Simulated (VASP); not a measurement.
# FeSi (P2_13) in VASP: further runs, part 3 of 3

VASP 6.6.1. Earlier steps stand in the parts before.

### 5 Relaxation of cell and atoms, PBEsol

This run uses another cell than the first one, of 11.78 Å³/atom, 1.301 times its volume.

The input, INCAR:

```
SYSTEM = FeSi
  PREC = Accurate
  ENCUT = 600
  EDIFF = 1E-6
  ISMEAR = 0
  SIGMA = 0.03
  LREAL = .FALSE.
  LASPH = .TRUE.
  NELM = 80
  ALGO = Normal
  ISIF = 3
  LWAVE = .FALSE.
  LCHARG = .FALSE.
  GGA = PS
  IBRION = 2
  NSW = 90
  EDIFFG = -0.01
  KPAR = 4
```

The input, KPOINTS:

```
regular mesh
0
G
  8 8 8
  0 0 0
```

The input, POSCAR:

```
FeSi
1.0
    4.5507000000      0.0000000000      0.0000000000
    0.0000000000      4.5507000000      0.0000000000
    0.0000000000      0.0000000000      4.5507000000
Fe Si
4 4
Direct
    0.1365200000      0.1365200000      0.1365200000
    0.3634800000      0.8634800000      0.6365200000
    0.6365200000      0.3634800000      0.8634800000
    0.8634800000      0.6365200000      0.3634800000
    0.8424000000      0.8424000000      0.8424000000
    0.6576000000      0.1576000000      0.3424000000
    0.3424000000      0.6576000000      0.1576000000
    0.1576000000      0.3424000000      0.6576000000
```

Potentials or basis: VASP PAW PBE potentials, release 64 (Fe, Si).

Started as:

```
$ cat potpaw_PBE.64/Fe/POTCAR potpaw_PBE.64/Si/POTCAR > POTCAR
$ mpirun -np 4 vasp_std > vasp.out
```

OUTCAR:

```text
SYSTEM = FeSi
   PREC = Accurate
   ENCUT = 600
   EDIFF = 1E-6
   ISMEAR = 0
   LREAL = .FALSE.
   LASPH = .TRUE.
   NELM = 80
   ISIF = 3
   GGA = PS
   IBRION = 2
   NSW = 90
   EDIFFG = -0.01

 ion  position               nearest neighbor table
   1  0.137  0.137  0.137-   5 2.32   6 2.37   7 2.37   8 2.37   7 2.55   8 2.55   6 2.55   3 2.79
                             4 2.79   2 2.79   2 2.79   4 2.79   3 2.79
   2  0.363  0.863  0.637-   6 2.32   5 2.37   7 2.37   8 2.37   7 2.55   8 2.55   5 2.55   1 2.79
                             1 2.79   3 2.79   3 2.79   4 2.79   4 2.79
   3  0.637  0.363  0.863-   7 2.32   6 2.37   5 2.37   8 2.37   8 2.55   6 2.55   5 2.55   1 2.79
                             4 2.79   2 2.79   2 2.79   4 2.79   1 2.79
   4  0.863  0.637  0.363-   8 2.32   6 2.37   7 2.37   5 2.37   6 2.55   5 2.55   7 2.55   1 2.79
                             3 2.79   2 2.79   1 2.79   2 2.79   3 2.79
   5  0.842  0.842  0.842-   1 2.32   2 2.37   3 2.37   4 2.37   3 2.55   4 2.55   2 2.55   6 2.82
                             7 2.82   8 2.82   6 2.82   8 2.82   7 2.82
   6  0.658  0.158  0.342-   2 2.32   1 2.37   3 2.37   4 2.37   3 2.55   4 2.55   1 2.55   8 2.82
                             5 2.82   5 2.82   7 2.82   7 2.82   8 2.82
   7  0.342  0.658  0.158-   3 2.32   2 2.37   1 2.37   4 2.37   4 2.55   2 2.55   1 2.55   8 2.82
                             5 2.82   8 2.82   6 2.82   6 2.82   5 2.82
   8  0.158  0.342  0.658-   4 2.32   2 2.37   3 2.37   1 2.37   2 2.55   1 2.55   3 2.55   7 2.82
                             5 2.82   7 2.82   5 2.82   6 2.82   6 2.82

  LATTYP: Found a simple cubic cell.
 ALAT       =     4.5507000000

  Lattice vectors:

 A1 = (   4.5507000000,   0.0000000000,   0.0000000000)
 A2 = (   0.0000000000,   4.5507000000,   0.0000000000)
 A3 = (   0.0000000000,   0.0000000000,   4.5507000000)

Analysis of symmetry for initial positions (statically):
=====================================================================
 Subroutine PRICEL returns:
 Original cell was already a primitive cell.

 Routine SETGRP: Setting up the symmetry group for a
 simple cubic supercell.

 Subroutine GETGRP returns: Found 12 space group operations
 (whereof  3 operations were pure point group operations)
 out of a pool of 48 trial point group operations.

The static configuration has the point symmetry C_3 .
 The point group associated with its full space group is T   .

Analysis of symmetry for dynamics (positions and initial velocities):
=====================================================================
[... 150 lines left out ...]
   AEXX    =    0.0000 exact exchange contribution
   IVDW    =     0    specifies the selected vdW correction
   LEPSILON=     F    determine dielectric tensor
   LRPA    =     F    only Hartree local field effects (RPA)
 conjugate gradient relaxation of ions
 non-spin polarized calculation
 Gauss-broadening in eV      SIGMA  =   0.03
  energy-cutoff  :      600.00
  volume of cell :       94.24
 maximum number of plane-waves:      3178
   NGX = 19   NGY = 19   NGZ = 19

--------------------------------------- Ionic step        1  -------------------------------------------

 number of electron      47.9999995 magnetization

 Free energy of the ion-electron system (eV)
  ---------------------------------------------------
  ext. energy  EPLUGINS =         0.00000000
  ---------------------------------------------------
  free energy    TOTEN  =       -63.23935237 eV

  energy without entropy =      -63.23924680  energy(sigma->0) =      -63.23929959

 E-fermi :   8.8377     XC(G=0): -12.5637

 val. band max:        8.7837939229   @ k =   0.2500   0.1250   0.1250
 cond. band min:       8.8915852312   @ k =   0.2500   0.2500   0.0000
 fundamental gap:      0.1077913083
 Fermi energy:         8.8376516036

 k-point     1 :       0.0000    0.0000    0.0000
  band No.  band energies     occupation
      1      -3.9579      2.00000
      2       1.1708      2.00000
      3       1.1708      2.00000
      4       1.1708      2.00000
      5       3.9771      2.00000
      6       3.9771      2.00000
[... 878 lines left out ...]
  FREE ENERGIE OF THE ION-ELECTRON SYSTEM (eV)
  ---------------------------------------------------
  free  energy   TOTEN  =       -63.8194942673 eV

  energy  without entropy=      -63.8194832433  energy(sigma->0) =      -63.81948876

[... ionic steps 4 to 8 ...]

--------------------------------------- Ionic step        9  -------------------------------------------

 number of electron      48.0000007 magnetization

------------------------ aborting loop because EDIFF is reached ----------------------------------------
[... 79 lines left out ...]
--------------------------------------- Ionic step       11  -------------------------------------------

 number of electron      48.0000007 magnetization

 Free energy of the ion-electron system (eV)
  ---------------------------------------------------
  ext. energy  EPLUGINS =         0.00000000
  ---------------------------------------------------
  free energy    TOTEN  =       -63.82409866 eV

  energy without entropy =      -63.82408688  energy(sigma->0) =      -63.82409277

 E-fermi :  10.0577     XC(G=0): -13.0393

 val. band max:        9.9876817732   @ k =   0.2500   0.1250   0.1250
 cond. band min:      10.1277863436   @ k =   0.3750   0.1250   0.1250
 fundamental gap:      0.1401045704
 Fermi energy:        10.0577398069

 k-point     1 :       0.0000    0.0000    0.0000
  band No.  band energies     occupation
      1      -3.4797      2.00000
      2       1.9795      2.00000
      3       1.9795      2.00000
      4       1.9795      2.00000
      5       4.8019      2.00000
      6       4.8019      2.00000
[... 794 lines left out ...]
  FREE ENERGIE OF THE ION-ELECTRON SYSTEM (eV)
  ---------------------------------------------------
  free  energy   TOTEN  =       -63.8240986626 eV

  energy  without entropy=      -63.8240868783  energy(sigma->0) =      -63.82409277

 reached required accuracy - stopping structural energy minimisation
```

CONTCAR:

```text
FeSi
   1.00000000000000
     4.4066592028303058    0.0000000000000000   -0.0000000000000000
     0.0000000000000000    4.4066592028303058    0.0000000000000000
     0.0000000000000000   -0.0000000000000000    4.4066592028303058
  Fe              Si
     4     4
Direct
     0.1371590914535001    0.1371590914535001    0.1371590914535001
     0.3628409085464998    0.8628409085465000    0.6371590914535000
     0.6371590914535000    0.3628409085464998    0.8628409085465000
     0.8628409085465000    0.6371590914535000    0.3628409085464998
     0.8410046054939564    0.8410046054939564    0.8410046054939564
     0.6589953945060436    0.1589953945060436    0.3410046054939563
     0.3410046054939563    0.6589953945060436    0.1589953945060436
     0.1589953945060436    0.3410046054939563    0.6589953945060436

  0.00000000E+00  0.00000000E+00  0.00000000E+00
  0.00000000E+00  0.00000000E+00  0.00000000E+00
  0.00000000E+00  0.00000000E+00  0.00000000E+00
  0.00000000E+00  0.00000000E+00  0.00000000E+00
  0.00000000E+00  0.00000000E+00  0.00000000E+00
  0.00000000E+00  0.00000000E+00  0.00000000E+00
  0.00000000E+00  0.00000000E+00  0.00000000E+00
  0.00000000E+00  0.00000000E+00  0.00000000E+00
```

Wall time 3 min (4 MPI ranks of Intel Xeon 6975P-C (Granite Rapids), shared host); peak memory 0.29 GiB.

Results:

- Free energy: -63.8241 eV
- Relaxed volume: 10.70 Å³/atom
- Relaxed cell: a = 4.407 Å, b = 4.407 Å, c = 4.407 Å, α = 90.00°, β = 90.00°, γ = 90.00°
- Space group after relaxing (to 0.05 Å): P2_13 (No. 198)
- Energy gained by relaxing: 73.1 meV/atom
- Ionic steps: 11
- Pressure after relaxing: 0.0 GPa
- Largest force after relaxing: 0.008 eV/Å
- Band gap on the k mesh: 0.14 eV, indirect (least direct gap 0.16 eV)

Forces on the atoms (eV/Å):
```
Fe   0.004  0.004  0.004
Fe  -0.004 -0.004  0.004
Fe   0.004 -0.004 -0.004
Fe  -0.004  0.004 -0.004
Si   0.003  0.003  0.003
Si  -0.003 -0.003  0.003
Si   0.003 -0.003 -0.003
Si  -0.003  0.003 -0.003
```

Step by step:
```
step  energy change (eV)  largest force (eV/Å)  pressure (GPa)  volume (Å³)
   1              0.0000                0.3053          -19.59        94.24
   2              0.5260                0.9097           40.07        75.93
   3             -0.5801                0.1339           -0.69        85.89
   4             -0.5807                0.1453           -0.20        85.69
   5             -0.5806                0.1553            0.33        85.53
   6             -0.5841                0.0607            0.47        85.47
   7             -0.5844                0.0298            0.41        85.45
   8             -0.5843                0.0031           -0.64        85.77
   9             -0.5847                0.0176           -0.07        85.59
  10             -0.5847                0.0170           -0.08        85.60
  11             -0.5847                0.0077           -0.02        85.57
```

Final structure:
```
Fe Si
1.0
     4.40666    0.00000    0.00000
     0.00000    4.40666    0.00000
     0.00000    0.00000    4.40666
Fe Si
4 4
Direct
  0.13716 0.13716 0.13716
  0.36284 0.86284 0.63716
  0.63716 0.36284 0.86284
  0.86284 0.63716 0.36284
  0.84100 0.84100 0.84100
  0.65900 0.15900 0.34100
  0.34100 0.65900 0.15900
  0.15900 0.34100 0.65900
```

Caveat: the PAW data sets were made with another functional, which shifts forces and pressure a little.

### 6 Relaxation of cell and atoms, PBEsol

This run uses another cell than the first one, of 10.70 Å³/atom, 1.181 times its volume.

Changes to INCAR since step 5:

```diff
@@ -3,3 +3,3 @@
   ENCUT = 600
-  EDIFF = 1E-6
+  EDIFF = 1E-7
   ISMEAR = 0
@@ -16,3 +16,3 @@
   NSW = 90
-  EDIFFG = -0.01
+  EDIFFG = -0.005
   KPAR = 4
```

KPOINTS is that of step 5.

The input, POSCAR:

```
FeSi                                    
1.0
    4.4066592028      0.0000000000     -0.0000000000
    0.0000000000      4.4066592028      0.0000000000
    0.0000000000     -0.0000000000      4.4066592028
  Fe              Si            
     4     4
Direct
     0.1371590914535001    0.1371590914535001    0.1371590914535001
     0.3628409085464998    0.8628409085465000    0.6371590914535000
     0.6371590914535000    0.3628409085464998    0.8628409085465000
     0.8628409085465000    0.6371590914535000    0.3628409085464998
     0.8410046054939564    0.8410046054939564    0.8410046054939564
     0.6589953945060436    0.1589953945060436    0.3410046054939563
     0.3410046054939563    0.6589953945060436    0.1589953945060436
     0.1589953945060436    0.3410046054939563    0.6589953945060436
```

Potentials or basis: VASP PAW PBE potentials, release 64 (Fe, Si).

Started as:

```
$ cat potpaw_PBE.64/Fe/POTCAR potpaw_PBE.64/Si/POTCAR > POTCAR
$ mpirun -np 4 vasp_std > vasp.out
```

Wall time 63 s (4 MPI ranks of Intel Xeon 6975P-C (Granite Rapids), shared host); peak memory 0.28 GiB.

It converged, with:

```yaml
Free_energy: -63.8217 eV
Relaxed_volume: 10.69 Å³/atom
Relaxed_cell: a = 4.406 Å, b = 4.406 Å, c = 4.406 Å, α = 90.00°, β = 90.00°, γ = 90.00°
Space_group_after_relaxing_to_0.05_Å: P2_13 (No. 198)
Energy_gained_by_relaxing: 0.0 meV/atom
Ionic_steps: 5
Pressure_after_relaxing: 0.0 GPa
Largest_force_after_relaxing: 0.003 eV/Å
Band_gap_on_the_k_mesh: 0.14 eV, indirect (least direct gap 0.16 eV)
```

Forces in eV/Å, atoms in the order of the input:
```
Fe   0.002  0.002  0.002
Fe  -0.002 -0.002  0.002
Fe   0.002 -0.002 -0.002
Fe  -0.002  0.002 -0.002
Si   0.001  0.001  0.001
Si  -0.001 -0.001  0.001
Si   0.001 -0.001 -0.001
Si  -0.001  0.001 -0.001
```

Final structure:
```yaml
crystal:
  lattice:
    - [4.40627, 0.00000, 0.00000]
    - [0.00000, 4.40627, 0.00000]
    - [0.00000, 0.00000, 4.40627]
  atoms:
    - { symbol: Fe, position: [0.13722, 0.13722, 0.13722] }
    - { symbol: Fe, position: [0.36278, 0.86278, 0.63722] }
    - { symbol: Fe, position: [0.63722, 0.36278, 0.86278] }
    - { symbol: Fe, position: [0.86278, 0.63722, 0.36278] }
    - { symbol: Si, position: [0.84104, 0.84104, 0.84104] }
    - { symbol: Si, position: [0.65896, 0.15896, 0.34104] }
    - { symbol: Si, position: [0.34104, 0.65896, 0.15896] }
    - { symbol: Si, position: [0.15896, 0.34104, 0.65896] }
```

Levels at points of the mesh, in eV from the valence-band top:
```tsv
k point	band 21	band 22	band 23	band 24	band 25	band 26	band 27	band 28
(0.00, 0.00, 0.00)	-0.29	-0.29	-0.04	-0.04	0.67	0.67	0.67	3.19
(0.50, 0.00, 0.00)	-0.39	-0.39	-0.01	-0.01	0.18	0.18	1.77	1.77
(0.50, 0.50, 0.00)	-1.06	-1.06	-0.37	-0.37	0.64	0.64	1.34	1.34
(0.50, 0.50, 0.50)	-0.69	-0.69	-0.69	-0.69	0.49	0.49	0.49	0.49
```

Caveat: the PAW data sets were made with another functional, which shifts forces and pressure a little.

### 7 Summary

| level | potentials or basis | cell | target pressure | gap on the mesh (eV) | pressure (GPa) | relaxed volume (Å³/atom) |
| --- | --- | --- | --- | --- | --- | --- |
| LDA | VASP PAW LDA potentials, release 64 (Fe, Si) | relaxed to 50.7 GPa | 50.7 GPa | 0.12 | 50.7 | - |
| PBE+D3(BJ) | VASP PAW PBE potentials, release 64 (Fe, Si) | relaxed | - | 0.16 | 0.1 | 10.66 |
| PBEsol | VASP PAW PBE potentials, release 64 (Fe, Si) | relaxed | - | 0.14 | 0.0 | 10.69 |

Alike in all rows: task relaxation of cell and atoms; no spin polarisation; k mesh 8 × 8 × 8; cutoff (eV) 600; smearing gaussian 0.03 eV.

Caveats: the cell is relaxed towards a set pressure, so the enthalpy falls and the energy may rise (some runs); the PAW data sets were made with another functional, which shifts forces and pressure a little (some runs).

Total energies depend on the potentials used, so only differences within one code and one set of settings carry meaning.
